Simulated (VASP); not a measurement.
**TiAl: single point with PBEsol+D4+U**

Crystal: TiAl.

```
CELL_PARAMETERS angstrom
3.17906 0.00000 0.00000
0.00000 3.17906 0.00000
0.00000 0.00000 3.17906
ATOMIC_POSITIONS crystal
Ti 0.00000 0.00000 0.00000
Al 0.50000 0.50000 0.50000
```

The cell comes from a database or a generator and needn't be the stable form of this composition.

- Program: VASP 6.6.1
- Task: single point
- Functional: PBEsol
- Dispersion: D4
- Potentials or basis: VASP PAW PBE potentials, release 64 (Ti_sv, Al)
- Cutoff: 520 eV
- k mesh: 8 × 8 × 8
- Occupations: fermi-dirac, width 0.05 eV
- Spin: no spin polarisation
- Hubbard terms: Ti d U = 5 eV, J = 0.5 eV

```
Pressure                   : 1.3 GPa
Band gap on the k mesh     : none (metal or under the smearing width)
Dispersion energy per atom : -0.168 eV
```

Levels at points of the mesh, in eV from the Fermi level:
```csv
k point,band 5,band 6,band 7,band 8,band 9,band 10
"(0.00, 0.00, 0.00)",-9.61,-1.59,-1.59,2.32,4.07,4.07
"(0.50, 0.00, 0.00)",-6.34,-5.54,-0.69,0.50,0.50,2.54
"(0.50, 0.50, 0.00)",-5.03,-2.45,-2.45,-1.75,1.14,1.14
"(0.50, 0.50, 0.50)",-3.00,-3.00,-3.00,0.42,2.45,2.45
```

Eigenvalues of the final occupation matrices:
```csv
site,spin,trace,eigenvalues
site 1 d,1,0.91,0.12 0.12 0.12 0.28 0.28
site 1 d,2,0.91,0.12 0.12 0.12 0.28 0.28
```

Wall time 24 s on 1 thread of Intel(R) Xeon(R) Platinum 8488C (Sapphire Rapids), with other jobs on the host, peak memory 0.14 GiB.

Caveat: the PAW data sets were made with another functional, which shifts forces and pressure a little; U without spin polarisation on a metal has little footing; pairwise dispersion overbinds metals, which lowers pressure and volume; the U is typed as a test and isn't derived for this compound.
